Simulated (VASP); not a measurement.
**CdTe: single point with PBE**

**Measured values to compare with.**

From a printed reference work, data compilation, for a bulk crystal of CdTe at 0 K: band gap 1.607 eV.

CdTe:

```xyz
2
Lattice="0.0000 3.2050 3.2050 3.2050 0.0000 3.2050 3.2050 3.2050 0.0000" Properties=species:S:1:pos:R:3 pbc="T T T"
Te    4.8075    4.8075    4.8075
Cd    0.0000    0.0000    0.0000
```

```
Program             : VASP 6.6.1
Task                : single point
Functional          : PBE
Potentials or basis : VASP PAW PBE potentials, release 64 (Te, Cd)
Cutoff              : 520 eV
k mesh              : 7 × 7 × 7
Occupations         : gaussian, width 0.011 eV
Spin                : no spin polarisation
```

```yaml
Pressure: 4.4 GPa
Band_gap_on_the_k_mesh: 0.87 eV, direct
```

Levels at points of the mesh, in eV from the valence-band top:
| k point | band 6 | band 7 | band 8 | band 9 | band 10 | band 11 | band 12 | band 13 |
| --- | --- | --- | --- | --- | --- | --- | --- | --- |
| (0.00, 0.00, 0.00) | -8.12 | 0.00 | 0.00 | 0.00 | 0.87 | 4.58 | 4.58 | 4.58 |

It took 30 s on 1 thread of Intel(R) Xeon(R) Platinum 8488C (Sapphire Rapids), with other jobs on the host, peak memory 0.2 GiB.

A measured gap of CdTe is 1.607 eV (0 K; a printed reference work, data compilation); the calculated 0.87 eV misses it by -0.73 eV. Spin-orbit coupling on Cd, Te is left out. The value is that of PBE, without temperature or zero-point motion. Semilocal functionals fall short of measured gaps as a rule.

Caveat: spin-orbit coupling is left out, which moves the levels of the heavy elements.
